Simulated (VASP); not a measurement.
# BaTiO3 (R3m) in VASP: further runs

The runs below take BaTiO3 through density of states, electric field gradients, with PBE.

Everything below comes from runs of VASP 6.6.1. Logs are shortened: lines on timing, memory, paths and dates and some standing lists are left out, and cuts for length are marked.

## Step 1: The structure

Symmetry: R3m, No. 160, trigonal system. The conventional cell has a = 5.655 Å, b = 5.655 Å, c = 6.955 Å, α = 90.00°, β = 90.00°, γ = 120.00°. Around Ba (site symmetry 3m) lie 12 O at 2.79 to 2.89 Å. Around Ti (site symmetry 3m) lie 6 O at 1.87 to 2.14 Å. Around O (site symmetry m) lie 2 Ti at 1.87 to 2.14 Å.

## Step 2: Density of states, PBE

Contents of POSCAR:

```
BaTiO3
1.0
    2.8273666084      1.6323808724      2.3183934932
   -2.8273666084      1.6323808724      2.3183934932
    0.0000000000     -3.2647617449      2.3183934932
Ba Ti O
1 1 3
Direct
    0.0000000000      0.0000000000      0.0000000000
    0.4845000000      0.4845000000      0.4845000000
    0.5086000000      0.0175000000      0.5086000000
    0.0175000000      0.5086000000      0.5086000000
    0.5086000000      0.5086000000      0.0175000000
```

Contents of INCAR.step1:

```
PREC     = Accurate       # precision mode
ENCUT    = 520            # plane-wave cutoff, eV
EDIFF    = 1E-6           # SCF threshold, eV
ISMEAR   = 0              # smearing method
SIGMA    = 0.02           # smearing width, eV
LREAL    = False          # projectors in reciprocal space
LASPH    = True           # aspherical terms in the spheres
NELM     = 60             # most SCF steps
ALGO     = Fast           # electronic algorithm
ISIF     = 2              # what is computed and relaxed
LWAVE    = False          # write WAVECAR
LCHARG   = True           # write CHGCAR
LMAXMIX  = 4              # l up to which the mixer works
GGA      = PE             # functional
NBANDS   = 28             # bands
```

Contents of KPOINTS.step1:

```
regular mesh
0
Gamma
  7 7 7
```

Contents of INCAR.step2:

```
PREC     = Accurate       # precision mode
ENCUT    = 520            # plane-wave cutoff, eV
EDIFF    = 1E-6           # SCF threshold, eV
ISMEAR   = -5             # smearing method
SIGMA    = 0.02           # smearing width, eV
LREAL    = False          # projectors in reciprocal space
LASPH    = True           # aspherical terms in the spheres
NELM     = 60             # most SCF steps
ALGO     = Fast           # electronic algorithm
ISIF     = 2              # what is computed and relaxed
LWAVE    = False          # write WAVECAR
LCHARG   = False          # write CHGCAR
LMAXMIX  = 4              # l up to which the mixer works
GGA      = PE             # functional
LORBIT   = 11             # projections on sites
NBANDS   = 28             # bands
NEDOS    = 2001           # points of the DOS
ICHARG   = 11             # starting density
```

Contents of KPOINTS.step2:

```
regular mesh
0
Gamma
  11 11 11
```

Potentials or basis: VASP PAW PBE potentials, release 64 (Ba_sv, Ti_sv, O).

Run with:

```bash
> cat potpaw_PBE.64/Ba_sv/POTCAR potpaw_PBE.64/Ti_sv/POTCAR potpaw_PBE.64/O/POTCAR > POTCAR
> cp INCAR.step1 INCAR
> cp KPOINTS.step1 KPOINTS
> mpirun -np 1 vasp_std > vasp.out
> cp INCAR.step2 INCAR
> cp KPOINTS.step2 KPOINTS
> mpirun -np 1 vasp_std > vasp.out
```

OUTCAR:

```text
PREC = Accurate
   ENCUT = 520
   EDIFF = 1E-6
   ISMEAR = -5
   LREAL = False
   LASPH = True
   NELM = 60
   ISIF = 2
   GGA = PE
   LORBIT = 11
   ICHARG = 11

 ion  position               nearest neighbor table
   1  0.000  0.000  0.000-   5 2.79   4 2.79   3 2.79   4 2.83   3 2.83   4 2.83   3 2.83   5 2.83
                             5 2.83   5 2.89   4 2.89   3 2.89   2 3.37   2 3.43   2 3.43   2 3.43
   2  0.484  0.484  0.484-   3 1.87   4 1.87   5 1.87   3 2.14   4 2.14   5 2.14   1 3.37   1 3.43
                             1 3.43   1 3.43   1 3.50   1 3.50   1 3.50   1 3.59
   3  0.509  0.017  0.509-   2 1.87   2 2.14   1 2.79   1 2.83   1 2.83   1 2.89
   4  0.017  0.509  0.509-   2 1.87   2 2.14   1 2.79   1 2.83   1 2.83   1 2.89
   5  0.509  0.509  0.017-   2 1.87   2 2.14   1 2.79   1 2.83   1 2.83   1 2.89

  LATTYP: Found a trigonal (rhomboedric) cell.
 ALAT       =     4.0042000000
 COS(alpha) =     0.0028448828

  Lattice vectors:

 A1 = (   2.8273666084,   1.6323808724,   2.3183934932)
 A2 = (  -2.8273666084,   1.6323808724,   2.3183934932)
 A3 = (   0.0000000000,  -3.2647617449,   2.3183934932)

Analysis of symmetry for initial positions (statically):
=====================================================================
 Subroutine PRICEL returns:
 Original cell was already a primitive cell.

 Routine SETGRP: Setting up the symmetry group for a
 trigonal (rhombohedral) supercell.

 Subroutine GETGRP returns: Found  6 space group operations
 (whereof  6 operations were pure point group operations)
 out of a pool of 12 trial point group operations.

The static configuration has the point symmetry C_3v.

Analysis of symmetry for dynamics (positions and initial velocities):
=====================================================================
 Subroutine PRICEL returns:
 Original cell was already a primitive cell.

 Routine SETGRP: Setting up the symmetry group for a
 trigonal (rhombohedral) supercell.

 Subroutine GETGRP returns: Found  6 space group operations
 (whereof  6 operations were pure point group operations)
 out of a pool of 12 trial point group operations.

The dynamic configuration has the point symmetry C_3v.

 Subroutine INISYM returns: Found  6 space group operations
 (whereof  6 operations are pure point group operations),
 and found     1 'primitive' translations

----------------------------------------------------------------------------------------

                                     Primitive cell

  volume of cell :      64.2010

  direct lattice vectors                    reciprocal lattice vectors
     2.827366608  1.632380872  2.318393493     0.176843002  0.102100355  0.143777721
    -2.827366608  1.632380872  2.318393493    -0.176843002  0.102100355  0.143777721
     0.000000000 -3.264761745  2.318393493     0.000000000 -0.204200710  0.143777721

  length of vectors
     4.004200000  4.004200000  4.004200000     0.249739791  0.249739791  0.249739791

  position of ions in fractional coordinates (direct lattice)
     0.000000000  0.000000000  0.000000000
     0.484500000  0.484500000  0.484500000
     0.508600000  0.017500000  0.508600000
     0.017500000  0.508600000  0.508600000
     0.508600000  0.508600000  0.017500000

  ion indices of the primitive-cell ions
   primitive index   ion index
                 1           1
                 2           2
                 3           3
                 4           4
                 5           5

----------------------------------------------------------------------------------------

 KPOINTS: regular mesh

Automatic generation of k-mesh.
 Grid dimensions read from file:
 generate k-points for:   11   11   11

 Generating k-lattice:

  Cartesian coordinates                     Fractional coordinates (reciprocal lattice)
     0.016076637  0.009281850  0.013070702     0.090909091  0.000000000 -0.000000000
    -0.016076637  0.009281850  0.013070702     0.000000000  0.090909091 -0.000000000
     0.000000000 -0.018563701  0.013070702     0.000000000  0.000000000  0.090909091

  Length of vectors
     0.022703617  0.022703617  0.022703617

  Shift w.r.t. Gamma in fractional coordinates (k-lattice)
     0.000000000  0.000000000  0.000000000

 TETIRR: Found    671 inequivalent tetrahedra from     7986

 Subroutine IBZKPT returns following result:
 ===========================================

 Found    146 irreducible k-points:

 Following reciprocal coordinates:
            Coordinates               Weight
  0.000000  0.000000  0.000000      1.000000
  0.090909  0.000000 -0.000000      6.000000
  0.181818  0.000000  0.000000      6.000000
  0.272727  0.000000 -0.000000      6.000000
  0.363636  0.000000 -0.000000      6.000000
  0.454545  0.000000  0.000000      6.000000
[... 16 lines left out ...]
 -0.272727  0.181818  0.000000     12.000000
 -0.181818  0.181818  0.000000      6.000000
 [... further k-points ...]
   k-points           NKPTS =    146   k-points in BZ     NKDIM =    146   number of bands    NBANDS=     28
   number of dos      NEDOS =   2001   number of ions     NIONS =      5
   total plane-waves  NPLWV =  27000
   dimension x,y,z NGX =    30 NGY =   30 NGZ =   30
   dimension x,y,z NGXF=    60 NGYF=   60 NGZF=   60
   ions per type =               1   1   3
   NGX,Y,Z   is equivalent  to a cutoff of  12.46, 12.46, 12.46 a.u.
   NGXF,Y,Z  is equivalent  to a cutoff of  24.91, 24.91, 24.91 a.u.
 SYSTEM =  unknown system
   PREC   = accura    normal or accurate (medium, high low for compatibility)
   ISTART =      0    job   : 0-new  1-cont  2-samecut
   ICHARG =     11    charge: 1-file 2-atom 10-const
   ISPIN  =      1    spin polarized calculation?
   LNONCOLLINEAR =      F non collinear calculations
   LSORBIT =      F    spin-orbit coupling
   LASPH  =      T    aspherical Exc in radial PAW
   ENCUT  =  520.0 eV  38.22 Ry    6.18 a.u.   7.45  7.45  7.45*2*pi/ulx,y,z
   NELM   =     60;   NELMIN=  2; NELMDL=  0     # of ELM steps
   EDIFF  = 0.1E-05   stopping-criterion for ELM
   LREAL  =      F    real-space projection
   EDIFFG = 0.1E-04   stopping-criterion for IOM
   NSW    =      0    number of steps for IOM
   IBRION =     -1    ionic relax: 0-MD 1-quasi-New 2-CG
   NFREE  =      0    steps in history (QN), initial steepest desc. (CG)
   ISIF   =      2    stress and relaxation
   ISYM   =      2    0-nonsym 1-usesym 2-fastsym
   POTIM  = 0.5000    time-step for ionic-motion
   TEBEG  =    0.0;   TEEND  =   0.0 temperature during run
   PSTRESS=    0.0 pullay stress
   NELECT =      40.0000    total number of electrons
   NUPDOWN=      -1.0000    fix difference up-down
   EMIN   =  10.00;   EMAX   =-10.00  energy-range for DOS
   EFERMI =   0.00;   METHOD = LEGACY
   ISMEAR =    -5;   SIGMA  =   0.02  broadening in eV -4-tet -1-fermi 0-gaus
   EFERMI_NEDOS =   21; number of points for ismear=-14 and -15
   IALGO  =     68    algorithm
   IMIX   =      4    mixing-type and parameters
     AMIX     =   0.40;   BMIX     =  1.00
     AMIX_MAG =   1.60;   BMIX_MAG =  1.00
  volume/ion in A,a.u.               =      12.84        86.65
  Fermi-wavevector in a.u.,A,eV,Ry     =   1.398237  2.642285 26.600301  1.955067
  Thomas-Fermi vector in A             =   2.521415
   LORBIT       =     11    0 simple, 1 ext, 2 COOP (PROOUT), +10 PAW based schemes
   GGA     = PE    functional components
   LHFCALC =     F    Hartree Fock is set to
   AEXX    =    0.0000 exact exchange contribution
   IVDW    =     0    specifies the selected vdW correction
   LEPSILON=     F    determine dielectric tensor
   LRPA    =     F    only Hartree local field effects (RPA)
 non-spin polarized calculation
 RMM-DIIS sequential band-by-band and
 Fermi weights with tetrahedron method with Bloechl corrections
  energy-cutoff  :      520.00
  volume of cell :       64.20
 maximum number of plane-waves:      1759
 NGX is ok and might be reduce to    30

 number of electron      39.9999999 magnetization

 Free energy of the ion-electron system (eV)
  ---------------------------------------------------
  ext. energy  EPLUGINS =         0.00000000
  ---------------------------------------------------
  free energy    TOTEN  =       -39.99024323 eV

  energy without entropy =      -39.99024323  energy(sigma->0) =      -39.99024323

 E-fermi :   3.7732     XC(G=0): -11.2351

 val. band max:        3.7447102465   @ k =   0.4545   0.4545   0.4545
 cond. band min:       6.1490975514   @ k =   0.0000   0.0000   0.0000
 fundamental gap:      2.4043873049
 Fermi energy:         3.7731807919

 k-point     1 :       0.0000    0.0000    0.0000
  band No.  band energies     occupation
      1     -52.5216      2.00000
      2     -28.7781      2.00000
      3     -28.7781      2.00000
      4     -28.7767      2.00000
      5     -21.0400      2.00000
      6     -13.0588      2.00000
[... 20 lines left out ...]
     27       8.8347      0.00000
     28      11.1638      0.00000

 k-point     2 :       0.0909    0.0000   -0.0000
  band No.  band energies     occupation
      1     -52.5215      2.00000
      2     -28.7820      2.00000
      3     -28.7780      2.00000
      4     -28.7769      2.00000
      5     -21.0308      2.00000
      6     -13.0619      2.00000
[... 20 lines left out ...]
     27       8.9989      0.00000
     28      11.6585      0.00000

 k-point     3 :       0.1818    0.0000    0.0000
  band No.  band energies     occupation
      1     -52.5213      2.00000
      2     -28.7934      2.00000
      3     -28.7775      2.00000
      4     -28.7765      2.00000
      5     -21.0061      2.00000
      6     -13.0871      2.00000
[... 616 lines left out ...]
      3     -28.7918      2.00000
      4     -28.7758      2.00000
      5     -20.9459      2.00000
      6     -13.0679      2.00000
[... 20 lines left out ...]
     27      10.7250      0.00000
     28      12.4761      0.00000

 k-point    24 :      -0.1818    0.1818    0.0000
  band No.  band energies     occupation
      1     -52.5210      2.00000
      2     -28.7939      2.00000
      3     -28.7913      2.00000
      4     -28.7764      2.00000
      5     -20.9754      2.00000
      6     -13.0583      2.00000
[... 20 lines left out ...]
     27      10.0691      0.00000
     28      12.3312      0.00000

 [... further k-points ...]

------------------------ aborting loop because EDIFF is reached ----------------------------------------

  FORCE on cell =-STRESS in cart. coord.  units (eV):
  Direction    XX          YY          ZZ          XY          YZ          ZX
  --------------------------------------------------------------------------------------
  -------------------------------------------------------------------------------------
  Total        2.7734704      2.7734704      2.6706674      0.0000000     -0.0000000      0.0000000
  in kB       69.2137056     69.2137056     66.6481905      0.0000000     -0.0000000      0.0000000
  external PRESSURE =      68.3585339 kB  Pullay stress =       0.0000000 kB

 VOLUME and BASIS-vectors are now :
 -----------------------------------------------------------------------------
  energy-cutoff  :      520.00
  volume of cell :       64.20
      direct lattice vectors                 reciprocal lattice vectors
     2.827366608  1.632380872  2.318393493     0.176843002  0.102100355  0.143777721
    -2.827366608  1.632380872  2.318393493    -0.176843002  0.102100355  0.143777721
     0.000000000 -3.264761745  2.318393493     0.000000000 -0.204200710  0.143777721

 POSITION                                       TOTAL-FORCE (eV/Angst)
 -----------------------------------------------------------------------------------
      0.00000      0.00000      0.00000         0.000000      0.000000     -0.116888
      0.00000     -0.00000      3.36978         0.000000     -0.000000      0.213252
      1.38852     -0.80166      2.39884         0.135154     -0.078031     -0.032122
     -1.38852     -0.80166      2.39884        -0.135154     -0.078031     -0.032122
      0.00000      1.60332      2.39884         0.000000      0.156063     -0.032122
 -----------------------------------------------------------------------------------
    total drift:                                0.000000     -0.000001     -0.002137

  FREE ENERGIE OF THE ION-ELECTRON SYSTEM (eV)
  ---------------------------------------------------
  free  energy   TOTEN  =       -39.9902432329 eV

  energy  without entropy=      -39.9902432329  energy(sigma->0) =      -39.99024323

 total charge

# of ion       s       p       d       tot
------------------------------------------
    1        2.008   5.653   0.330   7.990
    2        2.224   6.280   1.793  10.297
    3        1.566   3.474   0.000   5.040
    4        1.566   3.474   0.000   5.040
    5        1.566   3.474   0.000   5.040
--------------------------------------------------
tot          8.930  22.356   2.122  33.408
```

Run time: 4.2 min. Hardware: 1 thread of Intel Xeon 6975P-C (Granite Rapids), shared host; peak memory 0.35 GiB.

Results:

```
Valence electrons inside the program's atomic spheres : Ba 7.99; Ti 10.30; O 5.04
```

Levels at points of the mesh, in eV from the valence-band top:
```
           k point  band 18  band 19  band 20  band 21  band 22  band 23
(0.00, 0.00, 0.00)    -0.51    -0.38    -0.38     2.40     2.40     2.54
```

States per cell in windows of 1 eV (zero at the valence-band top; states under -8 eV left out):
| from (eV) | total | Ti2_d | O5_p | O3_p | O4_p | Ba1_d | Ba1_p |
| --- | --- | --- | --- | --- | --- | --- | --- |
| -8.0 | 0.00 | 0.00 | 0.00 | 0.00 | 0.00 | 0.00 | 0.00 |
| -7.0 | 0.00 | 0.00 | 0.00 | 0.00 | 0.00 | 0.00 | 0.00 |
| -6.0 | 0.00 | 0.00 | 0.00 | 0.00 | 0.00 | 0.00 | 0.00 |
| -5.0 | 0.36 | 0.03 | 0.06 | 0.06 | 0.06 | 0.00 | 0.00 |
| -4.0 | 3.88 | 0.74 | 0.65 | 0.65 | 0.65 | 0.04 | 0.04 |
| -3.0 | 6.12 | 0.67 | 1.05 | 1.05 | 1.05 | 0.15 | 0.24 |
| -2.0 | 2.94 | 0.17 | 0.59 | 0.59 | 0.59 | 0.05 | 0.04 |
| -1.0 | 5.01 | 0.11 | 1.14 | 1.14 | 1.14 | 0.07 | 0.10 |
| 0.0 | 0.00 | 0.00 | 0.00 | 0.00 | 0.00 | 0.00 | 0.00 |
| 1.0 | 0.00 | 0.00 | 0.00 | 0.00 | 0.00 | 0.00 | 0.00 |
| 2.0 | 0.86 | 0.64 | 0.02 | 0.02 | 0.02 | 0.01 | 0.00 |
| 3.0 | 4.16 | 3.09 | 0.17 | 0.17 | 0.17 | 0.05 | 0.01 |
| 4.0 | 1.57 | 1.22 | 0.06 | 0.06 | 0.06 | 0.02 | 0.00 |
| 5.0 | 1.57 | 1.02 | 0.05 | 0.05 | 0.05 | 0.10 | 0.00 |
| 6.0 | 1.93 | 0.81 | 0.09 | 0.09 | 0.09 | 0.37 | 0.00 |
| 7.0 | 2.99 | 0.55 | 0.14 | 0.14 | 0.14 | 1.14 | 0.01 |

(Part 1 of 2 ends here.)
